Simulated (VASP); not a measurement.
# Mg (P6_3/mmc) in VASP: settings compared

Aim: see how the results for Mg move with the level of theory and the settings. Levels: PBE, LDA, PBEsol. Tasks: band structure.

Program: VASP 6.6.1. These are calculated values, not measurements. Logs are shortened: lines on timing, memory, paths and dates and some standing lists are left out, and cuts for length are marked.

### Step 1. The structure

Symmetry: P6_3/mmc, No. 194, hexagonal system. The conventional cell has a = 3.212 Å, b = 3.212 Å, c = 5.122 Å, α = 90.00°, β = 90.00°, γ = 120.00°. Mg (site symmetry -6m2) is surrounded by 12 Mg at 3.16 to 3.21 Å.

### Step 2. Band structure, PBE

INCAR reads:

```
PREC = Accurate
ENCUT = 520
EDIFF = 1E-7
ISMEAR = 1
SIGMA = 0.1
LREAL = F
LASPH = T
NELM = 80
ALGO = Normal
ISIF = 2
LWAVE = F
LCHARG = F
GGA = PE
NBANDS = 9
ICORELEVEL = 1
```

KPOINTS reads:

```
regular mesh
0
Gamma
  15 15 7
```

POSCAR reads:

```
Mg                                      
1.0
    3.2116778692     -0.0000000000     -0.0000000000
   -1.6058389346      2.7813946251     -0.0000000000
    0.0000000000      0.0000000000      5.1218791738
  Mg            
     2
Direct
     0.3333333300000021    0.6666666699999979    0.2500000000000000
     0.6666666699999979    0.3333333300000021    0.7500000000000000
```

KPOINTS_OPT reads:

```
explicit points
96
Reciprocal
 0.0000000000  0.0000000000  0.0000000000 1
 0.0555555556  0.0000000000  0.0000000000 1
 0.1111111111  0.0000000000  0.0000000000 1
 0.1666666667  0.0000000000  0.0000000000 1
 0.2222222222  0.0000000000  0.0000000000 1
 0.2777777778  0.0000000000  0.0000000000 1
 0.3333333333  0.0000000000  0.0000000000 1
 0.3888888889  0.0000000000  0.0000000000 1
 0.4444444444  0.0000000000  0.0000000000 1
 0.5000000000  0.0000000000  0.0000000000 1
 0.5000000000  0.0000000000  0.0000000000 1
 0.4814814815  0.0370370370  0.0000000000 1
 0.4629629630  0.0740740741  0.0000000000 1
 0.4444444444  0.1111111111  0.0000000000 1
 0.4259259259  0.1481481481  0.0000000000 1
 0.4074074074  0.1851851852  0.0000000000 1
 0.3888888889  0.2222222222  0.0000000000 1
 0.3703703703  0.2592592592  0.0000000000 1
 0.3518518518  0.2962962963  0.0000000000 1
 0.3333333333  0.3333333333  0.0000000000 1
 0.3333333333  0.3333333333  0.0000000000 1
 0.2962962963  0.2962962963  0.0000000000 1
 0.2592592592  0.2592592592  0.0000000000 1
 0.2222222222  0.2222222222  0.0000000000 1
 0.1851851852  0.1851851852  0.0000000000 1
 0.1481481481  0.1481481481  0.0000000000 1
 0.1111111111  0.1111111111  0.0000000000 1
 0.0740740741  0.0740740741  0.0000000000 1
 0.0370370370  0.0370370370  0.0000000000 1
 0.0000000000  0.0000000000  0.0000000000 1
 0.0000000000  0.0000000000  0.0000000000 1
 0.0000000000  0.0000000000  0.0555555556 1
 0.0000000000  0.0000000000  0.1111111111 1
 0.0000000000  0.0000000000  0.1666666667 1
 0.0000000000  0.0000000000  0.2222222222 1
 0.0000000000  0.0000000000  0.2777777778 1
 0.0000000000  0.0000000000  0.3333333333 1
 0.0000000000  0.0000000000  0.3888888889 1
 0.0000000000  0.0000000000  0.4444444444 1
 0.0000000000  0.0000000000  0.5000000000 1
 0.0000000000  0.0000000000  0.5000000000 1
 0.0555555556  0.0000000000  0.5000000000 1
 0.1111111111  0.0000000000  0.5000000000 1
 0.1666666667  0.0000000000  0.5000000000 1
 0.2222222222  0.0000000000  0.5000000000 1
 0.2777777778  0.0000000000  0.5000000000 1
 0.3333333333  0.0000000000  0.5000000000 1
 0.3888888889  0.0000000000  0.5000000000 1
 0.4444444444  0.0000000000  0.5000000000 1
 0.5000000000  0.0000000000  0.5000000000 1
 0.5000000000  0.0000000000  0.5000000000 1
 0.4814814815  0.0370370370  0.5000000000 1
 0.4629629630  0.0740740741  0.5000000000 1
 0.4444444444  0.1111111111  0.5000000000 1
 0.4259259259  0.1481481481  0.5000000000 1
 0.4074074074  0.1851851852  0.5000000000 1
 0.3888888889  0.2222222222  0.5000000000 1
 0.3703703703  0.2592592592  0.5000000000 1
 0.3518518518  0.2962962963  0.5000000000 1
 0.3333333333  0.3333333333  0.5000000000 1
 0.3333333333  0.3333333333  0.5000000000 1
 0.2962962963  0.2962962963  0.5000000000 1
 0.2592592592  0.2592592592  0.5000000000 1
 0.2222222222  0.2222222222  0.5000000000 1
 0.1851851852  0.1851851852  0.5000000000 1
 0.1481481481  0.1481481481  0.5000000000 1
 0.1111111111  0.1111111111  0.5000000000 1
 0.0740740741  0.0740740741  0.5000000000 1
 0.0370370370  0.0370370370  0.5000000000 1
 0.0000000000  0.0000000000  0.5000000000 1
 0.5000000000  0.0000000000  0.5000000000 1
 0.5000000000  0.0000000000  0.4444444444 1
 0.5000000000  0.0000000000  0.3888888889 1
 0.5000000000  0.0000000000  0.3333333333 1
 0.5000000000  0.0000000000  0.2777777778 1
 0.5000000000  0.0000000000  0.2222222222 1
 0.5000000000  0.0000000000  0.1666666667 1
 0.5000000000  0.0000000000  0.1111111111 1
 0.5000000000  0.0000000000  0.0555555556 1
 0.5000000000  0.0000000000  0.0000000000 1
 0.3333333333  0.3333333333  0.0000000000 1
 0.3333333333  0.3333333333  0.0555555556 1
 0.3333333333  0.3333333333  0.1111111111 1
 0.3333333333  0.3333333333  0.1666666667 1
 0.3333333333  0.3333333333  0.2222222222 1
 0.3333333333  0.3333333333  0.2777777778 1
 0.3333333333  0.3333333333  0.3333333333 1
 0.3333333333  0.3333333333  0.3888888889 1
 0.3333333333  0.3333333333  0.4444444444 1
 0.3333333333  0.3333333333  0.5000000000 1
 0.0000000000  0.0000000000  0.0000000000 1
 0.0000000000  0.0000000000  0.5000000000 1
 0.3333333333  0.3333333333  0.5000000000 1
 0.3333333333  0.3333333333  0.0000000000 1
 0.5000000000  0.0000000000  0.5000000000 1
 0.5000000000  0.0000000000  0.0000000000 1
```

Potentials or basis: VASP PAW PBE potentials, release 64 (Mg).

Started as:

```
$ cat potpaw_PBE.64/Mg/POTCAR > POTCAR
$ mpirun -np 1 vasp_std > vasp.out
```

OUTCAR:

```text
PREC = Accurate
   ENCUT = 520
   EDIFF = 1E-7
   ISMEAR = 1
   LREAL = F
   LASPH = T
   NELM = 80
   ISIF = 2
   GGA = PE

 ion  position               nearest neighbor table
   1  0.333  0.667  0.250-   2 3.16   2 3.16   2 3.16   2 3.16   2 3.16   2 3.16
   2  0.667  0.333  0.750-   1 3.16   1 3.16   1 3.16   1 3.16   1 3.16   1 3.16

  LATTYP: Found a hexagonal cell.
 ALAT       =     3.2116778692
 C/A-ratio  =     1.5947674027

  Lattice vectors:

 A1 = (   3.2116778692,   0.0000000000,   0.0000000000)
 A2 = (  -1.6058389346,   2.7813946251,   0.0000000000)
 A3 = (   0.0000000000,   0.0000000000,   5.1218791738)

Analysis of symmetry for initial positions (statically):
=====================================================================
 Subroutine PRICEL returns:
 Original cell was already a primitive cell.

 Routine SETGRP: Setting up the symmetry group for a
 hexagonal supercell.

 Subroutine GETGRP returns: Found 24 space group operations
 (whereof 12 operations were pure point group operations)
 out of a pool of 24 trial point group operations.

The static configuration has the point symmetry D_3d.
 The point group associated with its full space group is D_6h.

Analysis of symmetry for dynamics (positions and initial velocities):
=====================================================================
 Subroutine PRICEL returns:
 Original cell was already a primitive cell.

 Routine SETGRP: Setting up the symmetry group for a
 hexagonal supercell.

 Subroutine GETGRP returns: Found 24 space group operations
 (whereof 12 operations were pure point group operations)
 out of a pool of 24 trial point group operations.

The dynamic configuration has the point symmetry D_3d.
 The point group associated with its full space group is D_6h.

 Subroutine INISYM returns: Found 24 space group operations
 (whereof 12 operations are pure point group operations),
 and found     1 'primitive' translations

----------------------------------------------------------------------------------------

                                     Primitive cell

  volume of cell :      45.7535

  direct lattice vectors                    reciprocal lattice vectors
     3.211677869  0.000000000  0.000000000     0.311363730  0.179765933  0.000000000
    -1.605838935  2.781394625  0.000000000     0.000000000  0.359531866  0.000000000
     0.000000000  0.000000000  5.121879174     0.000000000  0.000000000  0.195240842

  length of vectors
     3.211677869  3.211677871  5.121879174     0.359531866  0.359531866  0.195240842

  position of ions in fractional coordinates (direct lattice)
     0.333333330  0.666666670  0.250000000
     0.666666670  0.333333330  0.750000000

  ion indices of the primitive-cell ions
   primitive index   ion index
                 1           1
                 2           2

----------------------------------------------------------------------------------------

 KPOINTS: regular mesh

Automatic generation of k-mesh.
 Grid dimensions read from file:
 generate k-points for:   15   15    7

 Generating k-lattice:

  Cartesian coordinates                     Fractional coordinates (reciprocal lattice)
     0.020757582  0.011984396  0.000000000     0.066666667 -0.000000000  0.000000000
     0.000000000  0.023968791  0.000000000     0.000000000  0.066666667  0.000000000
     0.000000000  0.000000000  0.027891549     0.000000000  0.000000000  0.142857143

  Length of vectors
     0.023968791  0.023968791  0.027891549

  Shift w.r.t. Gamma in fractional coordinates (k-lattice)
     0.000000000  0.000000000  0.000000000

 Subroutine IBZKPT returns following result:
 ===========================================

 Found    108 irreducible k-points:

 Following reciprocal coordinates:
            Coordinates               Weight
  0.000000  0.000000  0.000000      1.000000
  0.066667 -0.000000  0.000000      6.000000
  0.133333 -0.000000  0.000000      6.000000
  0.200000 -0.000000  0.000000      6.000000
  0.266667 -0.000000  0.000000      6.000000
  0.333333 -0.000000  0.000000      6.000000
[... 16 lines left out ...]
  0.333333  0.200000  0.000000     12.000000
  0.400000  0.200000  0.000000      6.000000
 [... further k-points ...]
   k-points           NKPTS =    108   k-points in BZ     NKDIM =    108   number of bands    NBANDS=      9
   number of dos      NEDOS =    301   number of ions     NIONS =      2
   total plane-waves  NPLWV =  23040
   dimension x,y,z NGX =    24 NGY =   24 NGZ =   40
   dimension x,y,z NGXF=    48 NGYF=   48 NGZF=   80
   ions per type =               2
   NGX,Y,Z   is equivalent  to a cutoff of  12.42, 12.42, 12.98 a.u.
   NGXF,Y,Z  is equivalent  to a cutoff of  24.85, 24.85, 25.97 a.u.
 SYSTEM =  unknown system
   PREC   = accura    normal or accurate (medium, high low for compatibility)
   ISTART =      0    job   : 0-new  1-cont  2-samecut
   ICHARG =      2    charge: 1-file 2-atom 10-const
   ISPIN  =      1    spin polarized calculation?
   LNONCOLLINEAR =      F non collinear calculations
   LSORBIT =      F    spin-orbit coupling
   LASPH  =      T    aspherical Exc in radial PAW
   ENCUT  =  520.0 eV  38.22 Ry    6.18 a.u.   5.97  5.97  9.52*2*pi/ulx,y,z
   NELM   =     80;   NELMIN=  2; NELMDL= -5     # of ELM steps
   EDIFF  = 0.1E-06   stopping-criterion for ELM
   LREAL  =      F    real-space projection
   EDIFFG = 0.1E-05   stopping-criterion for IOM
   NSW    =      0    number of steps for IOM
   IBRION =     -1    ionic relax: 0-MD 1-quasi-New 2-CG
   NFREE  =      0    steps in history (QN), initial steepest desc. (CG)
   ISIF   =      2    stress and relaxation
   ISYM   =      2    0-nonsym 1-usesym 2-fastsym
   POTIM  = 0.5000    time-step for ionic-motion
   TEBEG  =    0.0;   TEEND  =   0.0 temperature during run
   PSTRESS=    0.0 pullay stress
   NELECT =       4.0000    total number of electrons
   NUPDOWN=      -1.0000    fix difference up-down
   EMIN   =  10.00;   EMAX   =-10.00  energy-range for DOS
   EFERMI =   0.00;   METHOD = LEGACY
   ISMEAR =     1;   SIGMA  =   0.10  broadening in eV -4-tet -1-fermi 0-gaus
   EFERMI_NEDOS =   21; number of points for ismear=-14 and -15
   IALGO  =     38    algorithm
   IMIX   =      4    mixing-type and parameters
     AMIX     =   0.40;   BMIX     =  1.00
     AMIX_MAG =   1.60;   BMIX_MAG =  1.00
  volume/ion in A,a.u.               =      22.88       154.38
  Fermi-wavevector in a.u.,A,eV,Ry     =   0.726586  1.373048  7.182880  0.527927
  Thomas-Fermi vector in A             =   1.817596
   LORBIT       =      0    0 simple, 1 ext, 2 COOP (PROOUT), +10 PAW based schemes
   GGA     = PE    functional components
   LHFCALC =     F    Hartree Fock is set to
   AEXX    =    0.0000 exact exchange contribution
   IVDW    =     0    specifies the selected vdW correction
   LEPSILON=     F    determine dielectric tensor
   LRPA    =     F    only Hartree local field effects (RPA)
 non-spin polarized calculation
 Methfessel and Paxton  Order N= 1 SIGMA  =   0.10
  energy-cutoff  :      520.00
  volume of cell :       45.75
 maximum number of plane-waves:      1254
 NGX is ok and might be reduce to    24
   NGX = 11   NGY = 11   NGZ = 19

 number of electron       4.0000000 magnetization

 Free energy of the ion-electron system (eV)
  ---------------------------------------------------
  ext. energy  EPLUGINS =         0.00000000
  ---------------------------------------------------
  free energy    TOTEN  =        -3.01610685 eV

  energy without entropy =       -3.01570489  energy(sigma->0) =       -3.01597286

 the core state eigenenergies are
   1-  1s  -1252.9859  2s    -73.3600  2p    -40.1139
   2-  1s  -1252.9859  2s    -73.3600  2p    -40.1139

 E-fermi :   2.6076     XC(G=0):  -8.5016

 val. band max:        2.5930624582   @ k =   0.3333   0.1333   0.1429
 cond. band min:       2.6357719941   @ k =   0.2000   0.0667   0.0000
 fundamental gap:      0.0427095359
 Fermi energy:         2.6075503306

 k-point     1 :       0.0000    0.0000    0.0000
  band No.  band energies     occupation
      1      -4.2951      2.00000
      2       1.0564      2.00000
      3       1.5771      2.00000
      4      13.4226      0.00000
      5      13.4226      0.00000
      6      13.5000      0.00000
      7      13.5000      0.00000
      8      14.5717      0.00000
      9      15.9148      0.00000
[... 265 lines left out ...]
 k-point    24 :       0.4000    0.2000    0.0000
  band No.  band energies     occupation
      1       1.0070      2.00000
      2       1.0105      2.00000
      3       4.4994     -0.00000
      4       5.8663      0.00000
      5       6.2554      0.00000
      6       6.5510      0.00000
      7       7.8624      0.00000
      8       9.7232      0.00000
      9      10.8741      0.00000

 k-point    25 :       0.2667    0.2667    0.0000

------------------------ aborting loop because EDIFF is reached ----------------------------------------

  FORCE on cell =-STRESS in cart. coord.  units (eV):
  Direction    XX          YY          ZZ          XY          YZ          ZX
  --------------------------------------------------------------------------------------
  -------------------------------------------------------------------------------------
  Total        0.0013174      0.0013174     -0.0062459     -0.0000000     -0.0000000      0.0000000
  in kB        0.0461321      0.0461321     -0.2187182     -0.0000000     -0.0000000      0.0000000
  external PRESSURE =      -0.0421513 kB  Pullay stress =       0.0000000 kB

 VOLUME and BASIS-vectors are now :
 -----------------------------------------------------------------------------
  energy-cutoff  :      520.00
  volume of cell :       45.75
      direct lattice vectors                 reciprocal lattice vectors
     3.211677869  0.000000000  0.000000000     0.311363730  0.179765933  0.000000000
    -1.605838935  2.781394625  0.000000000     0.000000000  0.359531866  0.000000000
     0.000000000  0.000000000  5.121879174     0.000000000  0.000000000  0.195240842

 POSITION                                       TOTAL-FORCE (eV/Angst)
 -----------------------------------------------------------------------------------
     -0.00000      1.85426      1.28047        -0.000000     -0.000000      0.000000
      1.60584      0.92713      3.84141         0.000000      0.000000      0.000000
 -----------------------------------------------------------------------------------
    total drift:                                0.000000     -0.000000      0.000000

  FREE ENERGIE OF THE ION-ELECTRON SYSTEM (eV)
  ---------------------------------------------------
  free  energy   TOTEN  =        -3.0161068464 eV

  energy  without entropy=       -3.0157048891  energy(sigma->0) =       -3.01597286
```

Run time: 27 s. Hardware: 1 thread of Intel Xeon Platinum 8259CL at 2.50GHz (Skylake/Cascade Lake), shared host; peak memory 0.21 GiB.

What came out:

| Quantity | Value |
| --- | --- |
| Free energy | -3.0161 eV |
| Pressure | 0.0 GPa |
| Band gap along the path | none (metal or under the smearing width) |

Levels at the corners of the path, in eV from the Fermi level:
```
point  band 1  band 2  band 3  band 4  band 5  band 6
    Γ   -6.90   -1.55   -1.03   10.82   10.82   10.89
    M   -2.16   -2.15    2.74    3.11    3.46    3.82
    M   -2.16   -2.15    2.74    3.11    3.46    3.82
    K   -0.63   -0.63   -0.63    4.19    4.19    4.50
    K   -0.63   -0.63   -0.63    4.19    4.19    4.50
    Γ   -6.90   -1.55   -1.03   10.82   10.82   10.89
    Γ   -6.90   -1.55   -1.03   10.82   10.82   10.89
    A   -5.47   -5.47    5.36    5.36   11.58   11.58
    A   -5.47   -5.47    5.36    5.36   11.58   11.58
    L   -1.08   -1.08   -0.43   -0.43    7.97    7.97
    L   -1.08   -1.08   -0.43   -0.43    7.97    7.97
    H    0.20    0.20    0.70    0.70    1.54    1.54
    H    0.20    0.20    0.70    0.70    1.54    1.54
    A   -5.47   -5.47    5.36    5.36   11.58   11.58
    L   -1.08   -1.08   -0.43   -0.43    7.97    7.97
    M   -2.16   -2.15    2.74    3.11    3.46    3.82
    K   -0.63   -0.63   -0.63    4.19    4.19    4.50
    H    0.20    0.20    0.70    0.70    1.54    1.54
```

Core levels (eV, on the scale of the bands):
| atom | levels |
| --- | --- |
| 1 Mg | 1s -1253.0, 2s -73.4, 2p -40.1 |
| 2 Mg | 1s -1253.0, 2s -73.4, 2p -40.1 |

### Step 3. Band structure, LDA

This run uses another cell than the first one, of 21.45 Å³/atom, 0.938 times its volume.

Edit INCAR of step 2 so:

```diff
@@ -2,3 +2,3 @@
 ENCUT = 520
-EDIFF = 1E-7
+EDIFF = 1E-6
 ISMEAR = 1
@@ -12,3 +12,3 @@
 LCHARG = F
-GGA = PE
+GGA = CA
 NBANDS = 9
```

KPOINTS reads:

```
Automatic mesh
0
Gamma
  15 15 7
```

POSCAR reads:

```
Mg                                      
1.0
    3.1452430627      0.0000000000      0.0000000000
   -1.5726215313      2.7238603949      0.0000000000
    0.0000000000      0.0000000000      5.0084053441
  Mg            
     2
Direct
     0.3333333300000021    0.6666666699999979    0.2500000000000000
     0.6666666699999979    0.3333333300000021    0.7500000000000000
```

KPOINTS_OPT reads:

```
explicit points
186
Reciprocal
 0.0000000000  0.0000000000  0.0000000000 1
 0.0263157895  0.0000000000  0.0000000000 1
 0.0526315789  0.0000000000  0.0000000000 1
 0.0789473684  0.0000000000  0.0000000000 1
 0.1052631579  0.0000000000  0.0000000000 1
 0.1315789474  0.0000000000  0.0000000000 1
[... 178 lines left out ...]
 0.5000000000  0.0000000000  0.5000000000 1
 0.5000000000  0.0000000000  0.0000000000 1
```

Potentials or basis: VASP PAW LDA potentials, release 64 (Mg).

Started as:

```
$ cat potpaw_LDA.64/Mg/POTCAR > POTCAR
$ mpirun -np 1 vasp_std > vasp.out
```

It took 24 s on 1 thread of Intel Xeon Platinum 8488C (Sapphire Rapids), shared host; peak memory 0.19 GiB.

The run converged. Its results:

```yaml
Free_energy: -3.6243 eV
Pressure: 0.0 GPa
Band_gap_along_the_path: none (metal or under the smearing width)
```

Levels at the corners of the path, in eV from the Fermi level:
```tsv
point	band 1	band 2	band 3	band 4	band 5	band 6	band 7
Γ	-7.17	-1.61	-1.04	11.13	11.13	11.26	11.26
M	-2.24	-2.23	2.83	3.18	3.61	3.96	7.01
M	-2.24	-2.23	2.83	3.18	3.61	3.96	7.01
K	-0.68	-0.65	-0.65	4.33	4.33	4.66	5.05
K	-0.68	-0.65	-0.65	4.33	4.33	4.66	5.05
Γ	-7.17	-1.61	-1.04	11.13	11.13	11.26	11.26
Γ	-7.17	-1.61	-1.04	11.13	11.13	11.26	11.26
A	-5.68	-5.68	5.57	5.57	11.90	11.90	11.90
A	-5.68	-5.68	5.57	5.57	11.90	11.90	11.90
L	-1.13	-1.13	-0.44	-0.44	8.25	8.25	8.33
L	-1.13	-1.13	-0.44	-0.44	8.25	8.25	8.33
H	0.19	0.19	0.70	0.70	1.63	1.63	11.66
H	0.19	0.19	0.70	0.70	1.63	1.63	11.66
A	-5.68	-5.68	5.57	5.57	11.90	11.90	11.90
L	-1.13	-1.13	-0.44	-0.44	8.25	8.25	8.33
M	-2.24	-2.23	2.83	3.18	3.61	3.96	7.01
K	-0.68	-0.65	-0.65	4.33	4.33	4.66	5.05
H	0.19	0.19	0.70	0.70	1.63	1.63	11.66
```

Core levels (eV, on the scale of the bands):
```csv
atom,levels
1 Mg,"1s -1244.6, 2s -72.3, 2p -39.7"
2 Mg,"1s -1244.6, 2s -72.3, 2p -39.7"
```

[end of part 1 of 2]
